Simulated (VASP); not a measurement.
# InP (F-43m) in VASP: notebook

The runs below take InP through single point, with BLYP+D3(BJ), PBE+D4, revPBE.

Everything below comes from runs of VASP 6.6.1. Logs are shortened: lines on timing, memory, paths and dates and some standing lists are left out, and cuts for length are marked.

**Measured values to compare with.**

A printed reference work, data compilation reports, for a bulk crystal of InP at 1.6 K: band gap 1.4236 eV (direct).

How close the calculation comes is told below.

## Step 1: The cell of the first run

Symmetry: F-43m, No. 216, cubic system. Conventional cell: a = 5.900 Å, b = 5.900 Å, c = 5.900 Å, α = 90.00°, β = 90.00°, γ = 90.00°. In (site symmetry -43m) has 4 P at 2.55 Å within 3.4 Å. P (site symmetry -43m) has 4 In at 2.55 Å within 3.4 Å.

## Step 2: Single point, BLYP+D3(BJ)

INCAR

```
PREC = Accurate
ENCUT = 520
EDIFF = 1E-7
ISMEAR = -1
SIGMA = 0.05
LREAL = F
LASPH = T
NELM = 100
ALGO = Normal
ISIF = 2
LWAVE = F
LCHARG = F
GGA = B5
ALDAX = 1.0
AGGAX = 1.0
AGGAC = 1.0
ALDAC = 0.0
IVDW = 12
VDW_S6 = 1.0
VDW_S8 = 2.6996
VDW_A1 = 0.4298
VDW_A2 = 4.2359
NBANDS = 16
```

KPOINTS

```
regular mesh
0
Gamma
  8 8 8
```

POSCAR

```
InP
1.0
    0.0000000000      2.9499078504      2.9499078504
    2.9499078504      0.0000000000      2.9499078504
    2.9499078504      2.9499078504      0.0000000000
In P
1 1
Direct
    0.0000000000      0.0000000000      0.0000000000
    0.7500000000      0.7500000000      0.7500000000
```

Potentials or basis: VASP PAW PBE potentials, release 64 (In_d, P).

Run with:

```sh
cat potpaw_PBE.64/In_d/POTCAR potpaw_PBE.64/P/POTCAR > POTCAR
mpirun -np 1 vasp_std > vasp.out
```

OUTCAR:

```text
PREC = Accurate
   ENCUT = 520
   EDIFF = 1E-7
   ISMEAR = -1
   LREAL = F
   LASPH = T
   NELM = 100
   ISIF = 2
   GGA = B5
   IVDW = 12
 IVDW          = 12

 ion  position               nearest neighbor table
   1  0.000  0.000  0.000-   2 2.55   2 2.55   2 2.55   2 2.55
   2  0.750  0.750  0.750-   1 2.55   1 2.55   1 2.55   1 2.55

  LATTYP: Found a face centered cubic cell.
 ALAT       =     5.8998157008

  Lattice vectors:

 A1 = (   0.0000000000,   2.9499078504,   2.9499078504)
 A2 = (   2.9499078504,   0.0000000000,   2.9499078504)
 A3 = (   2.9499078504,   2.9499078504,   0.0000000000)

Analysis of symmetry for initial positions (statically):
=====================================================================
 Subroutine PRICEL returns:
 Original cell was already a primitive cell.

 Routine SETGRP: Setting up the symmetry group for a
 face centered cubic supercell.

 Subroutine GETGRP returns: Found 24 space group operations
 (whereof 24 operations were pure point group operations)
 out of a pool of 48 trial point group operations.

The static configuration has the point symmetry T_d .

Analysis of symmetry for dynamics (positions and initial velocities):
=====================================================================
 Subroutine PRICEL returns:
 Original cell was already a primitive cell.

 Routine SETGRP: Setting up the symmetry group for a
 face centered cubic supercell.

 Subroutine GETGRP returns: Found 24 space group operations
 (whereof 24 operations were pure point group operations)
 out of a pool of 48 trial point group operations.

The dynamic configuration has the point symmetry T_d .

 Subroutine INISYM returns: Found 24 space group operations
 (whereof 24 operations are pure point group operations),
 and found     1 'primitive' translations

----------------------------------------------------------------------------------------

                                     Primitive cell

  volume of cell :      51.3399

  direct lattice vectors                    reciprocal lattice vectors
     0.000000000  2.949907850  2.949907850    -0.169496820  0.169496820  0.169496820
     2.949907850  0.000000000  2.949907850     0.169496820 -0.169496820  0.169496820
     2.949907850  2.949907850  0.000000000     0.169496820  0.169496820 -0.169496820

  length of vectors
     4.171799690  4.171799690  4.171799690     0.293577104  0.293577104  0.293577104

  position of ions in fractional coordinates (direct lattice)
     0.000000000  0.000000000  0.000000000
[... 77 lines left out ...]
   NELM   =    100;   NELMIN=  2; NELMDL= -5     # of ELM steps
   EDIFF  = 0.1E-06   stopping-criterion for ELM
   LREAL  =      F    real-space projection
   EDIFFG = 0.1E-05   stopping-criterion for IOM
   NSW    =      0    number of steps for IOM
   IBRION =     -1    ionic relax: 0-MD 1-quasi-New 2-CG
   NFREE  =      0    steps in history (QN), initial steepest desc. (CG)
   ISIF   =      2    stress and relaxation
   ISYM   =      2    0-nonsym 1-usesym 2-fastsym
   POTIM  = 0.5000    time-step for ionic-motion
   TEBEG  =    0.0;   TEEND  =   0.0 temperature during run
   PSTRESS=    0.0 pullay stress
   NELECT =      18.0000    total number of electrons
   NUPDOWN=      -1.0000    fix difference up-down
   EMIN   =  10.00;   EMAX   =-10.00  energy-range for DOS
   EFERMI =   0.00;   METHOD = LEGACY
   ISMEAR =    -1;   SIGMA  =   0.05  broadening in eV -4-tet -1-fermi 0-gaus
   EFERMI_NEDOS =   21; number of points for ismear=-14 and -15
   IALGO  =     38    algorithm
   IMIX   =      4    mixing-type and parameters
     AMIX     =   0.40;   BMIX     =  1.00
     AMIX_MAG =   1.60;   BMIX_MAG =  1.00
  volume/ion in A,a.u.               =      25.67       173.23
  Fermi-wavevector in a.u.,A,eV,Ry     =   1.154376  2.181454 18.130899  1.332584
  Thomas-Fermi vector in A             =   2.291013
   LORBIT       =      0    0 simple, 1 ext, 2 COOP (PROOUT), +10 PAW based schemes
   GGA     = B5    functional components
   LHFCALC =     F    Hartree Fock is set to
   AEXX    =    0.0000 exact exchange contribution
   IVDW    =    12    specifies the selected vdW correction
   LEPSILON=     F    determine dielectric tensor
   LRPA    =     F    only Hartree local field effects (RPA)
 non-spin polarized calculation
  energy-cutoff  :      520.00
  volume of cell :       51.34
 maximum number of plane-waves:      1411
   NGX = 15   NGY = 15   NGZ = 15

 number of electron      18.0000008 magnetization

 Free energy of the ion-electron system (eV)
  ---------------------------------------------------
  ext. energy  EPLUGINS =         0.00000000
  ---------------------------------------------------
  free energy    TOTEN  =        -7.09382981 eV

  energy without entropy =       -7.09380222  energy(sigma->0) =       -7.09381601

 E-fermi :   5.6900     XC(G=0):  -8.6330

 val. band max:        5.4006817722   @ k =   0.0000   0.0000   0.0000
 cond. band min:       5.9152336884   @ k =   0.0000   0.0000   0.0000
 fundamental gap:      0.5145519162
 Fermi energy:         5.6900189942

 k-point     1 :       0.0000    0.0000    0.0000
  band No.  band energies     occupation
      1      -8.7877      2.00000
      2      -8.7877      2.00000
      3      -8.7877      2.00000
      4      -8.6434      2.00000
      5      -8.6434      2.00000
      6      -5.9826      2.00000
[... 433 lines left out ...]
      3      -8.7237      2.00000
      4      -8.6483      2.00000
      5      -8.6314      2.00000
      6      -4.0402      2.00000
[... 8 lines left out ...]
     15      16.1899      0.00000
     16      16.7398      0.00000

 [... further k-points ...]

------------------------ aborting loop because EDIFF is reached ----------------------------------------

 Edisp (eV)   -1.39916

 E8    (eV) :    -1.0362

  FORCE on cell =-STRESS in cart. coord.  units (eV):
  Direction    XX          YY          ZZ          XY          YZ          ZX
  --------------------------------------------------------------------------------------
  -------------------------------------------------------------------------------------
  Total       0.09445     0.09445     0.09445    -0.00000     0.00000     0.00000
  in kB       2.94737     2.94737     2.94737    -0.00000     0.00000     0.00000
  external pressure =        2.95 kB  Pullay stress =        0.00 kB

 VOLUME and BASIS-vectors are now :
 -----------------------------------------------------------------------------
  energy-cutoff  :      520.00
  volume of cell :       51.34
      direct lattice vectors                 reciprocal lattice vectors
     0.000000000  2.949907850  2.949907850    -0.169496820  0.169496820  0.169496820
     2.949907850  0.000000000  2.949907850     0.169496820 -0.169496820  0.169496820
     2.949907850  2.949907850  0.000000000     0.169496820  0.169496820 -0.169496820

 POSITION                                       TOTAL-FORCE (eV/Angst)
 -----------------------------------------------------------------------------------
      0.00000      0.00000      0.00000         0.000000      0.000000      0.000000
      4.42486      4.42486      4.42486        -0.000000     -0.000000     -0.000000
 -----------------------------------------------------------------------------------
    total drift:                                0.000000      0.000000      0.000000

  FREE ENERGIE OF THE ION-ELECTRON SYSTEM (eV)
  ---------------------------------------------------
  free  energy   TOTEN  =        -8.4929853313 eV

  energy  without entropy=       -8.4929577453  energy(sigma->0) =       -8.49297154
```

stdout:

```text
POSCAR found type information on POSCAR InP
 POSCAR found :  2 types and       2 ions
 scaLAPACK will be used
 -----------------------------------------------------------------------------
|                                                                             |
|                                                                             |
|     You enforced a specific xc type in the INCAR file but a different       |
|     I HOPE YOU KNOW WHAT YOU ARE DOING!                                     |
|                                                                             |
 -----------------------------------------------------------------------------

 LDA part: xc-table for (Slater(with rela. corr.)+VWN5), standard interpolation
 POSCAR, INCAR and KPOINTS ok, starting setup
 FFT: planning ... GRIDC
 FFT: planning ... GRID_SOFT
 FFT: planning ... GRID
 WAVECAR not read
 entering main loop
```

Run time: 33 s. Hardware: 1 thread of AMD EPYC 7R13 (Zen 3), shared host; peak memory 0.16 GiB.

Results:

```
Free energy                : -8.4930 eV
Pressure                   : 0.3 GPa
Band gap on the k mesh     : 0.51 eV, direct
Dispersion energy per atom : -0.700 eV
```

Levels at points of the mesh, in eV from the valence-band top:
| k point | band 7 | band 8 | band 9 | band 10 | band 11 | band 12 |
| --- | --- | --- | --- | --- | --- | --- |
| (0.00, 0.00, 0.00) | 0.00 | 0.00 | 0.00 | 0.51 | 4.11 | 4.11 |
| (0.50, 0.00, 0.00) | -5.61 | -0.94 | -0.94 | 1.44 | 4.87 | 4.87 |
| (0.50, 0.50, 0.00) | -5.68 | -2.23 | -2.23 | 1.92 | 2.34 | 9.11 |

Caveat: the PAW data sets were made with another functional, which shifts forces and pressure a little; spin-orbit coupling is left out, which moves the levels of the heavy elements.

(Part 1 of 3 ends here.)
